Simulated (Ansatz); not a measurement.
## Surface calculation: diamond C (110), 3 layers

The slab is cut from the diamond crystal, which needn't be the stable phase, as relaxed on PAW files (5.51 Å³/atom), with 16 Å of vacuum and a dipole correction:

```xyz
6
Lattice="2.4973 0.0000 0.0000 0.0000 3.5317 0.0000 0.0000 0.0000 18.4973" Properties=species:S:1:pos:R:3 pbc="T T T"
C     1.8730    0.4415    8.0000
C     0.6243    3.0903    8.0000
C     0.6243    2.2073    9.2486
C     1.8730    1.3244    9.2486
C     1.8730    0.4415   10.4973
C     0.6243    3.0903   10.4973
```

Level of theory: DFT with LDA, scalar-relativistic, in Ansatz 0.2.0; a Γ-centred 10×7×1 k mesh, Fermi–Dirac smearing of 0.02 eV, no spin polarisation. LAPW: all electrons, basis error target 1 meV/atom; PAW: frozen-core files, cutoff 420 eV.

The bulk energy comes from a cell in the slab's orientation on a 10×7×10 mesh. The surface energy is (E(slab) − N·E(bulk))/2A at zero smearing, the mean of both faces; thin slabs carry quantum-size effects.

The PAW files were made under PBE. Real surfaces of this kind reconstruct, which a 1×1 cell forbids.

Question: As cut, the LAPW slab lies 7.653 eV above 6 atoms of bulk. What surface energy is that?

Answer: Over two faces of 8.82 Å² it is 433.8 meV/Å², and times 16.02 J/m² per eV/Å² that gives γ = 6.951 J/m².

Question: What do relaxation and the other method give, and what work function comes out?

Answer: 

```csv
method,γ as cut (J/m²),γ relaxed (J/m²),Φ as cut (eV),Φ relaxed (eV)
LAPW,6.951,5.831,6.34,6.05
PAW,6.950,5.825,6.34,6.05
```

Question: How do the spacings between the planes relax?

Answer: From the bottom face up: d12 -10.5 % of 1.249 Å, d23 -10.5 % of 1.249 Å.

Question: A 1s core hole is made on one atom of each kind in every 1×1 cell (PAW hole dataset, neutral cell, valence without spin). What does it cost by layer?

Answer: layer 1 279.10 eV, layer 2 280.74 eV. Shifts between layers mean more than the absolute values, and a whole layer of holes screens otherwise than one hole.
